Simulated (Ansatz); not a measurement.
# Si: moving Si off its site

Si, P6_3/mmc, a = 3.832 Å, c = 6.342 Å. This isn't the element's structure at ambient conditions. Ansatz: r2SCAN, PAW, 500 eV, Γ-centred 12×12×4 mesh on 4 atoms, Gaussian smearing 0.05 eV; no spin polarisation.

```xyz
4
Lattice="3.8319 0.0000 0.0000 -1.9160 3.3185 0.0000 0.0000 0.0000 6.3418" Properties=species:S:1:pos:R:3 pbc="T T T"
Si    0.0000    2.2124    0.4001
Si    1.9160    1.1062    3.5710
Si    0.0000    2.2124    2.7708
Si    1.9160    1.1062    5.9417
```

Atom 1 (Si) moves by x along the unit vector (0.000, 0.000, 1.000), with its periodic images; all else is held. y is the free energy of the cell over the start, F the force along the path summed over the moved atoms.

```tsv
x (Å)	y (meV)	F (eV/Å)
-0.450	?	?
-0.360	694.6	3.10
-0.270	429.5	2.76
-0.180	207.8	2.12
-0.090	56.2	1.20
0.000	0.0	0.00
0.180	286.8	-3.43
0.270	697.0	-5.75
0.360	1338.1	-8.58
0.450	2263.9	-12.06
```

Task: Fit y = c2 x² + c3 x³ + c4 x⁴ to the energies of the other rows, give the force constant, and predict energy and force of the missing row.

Result: Least squares on the rows shown. y = 7500.5 x² + 6906.4 x³ + 2784.1 x⁴. The force constant is 2 c2 = 15.0 eV/Å² (for all images moving together, not for a lone atom). The force −dy/dx at the missing row is 3.57 eV/Å (computed 3.22). At x = -0.450 the fit asked for gives 1003.7 meV. The run gave 980.7 meV, so the fit is 23.0 meV too high, 1 % of the span of the series, against an rms of 2.1 meV on the fitted rows. The row lies outside the fitted range. With a term in x⁵ added, a fit to the same known rows predicts 977.4 meV, so most of the miss is curvature that the known rows already hold.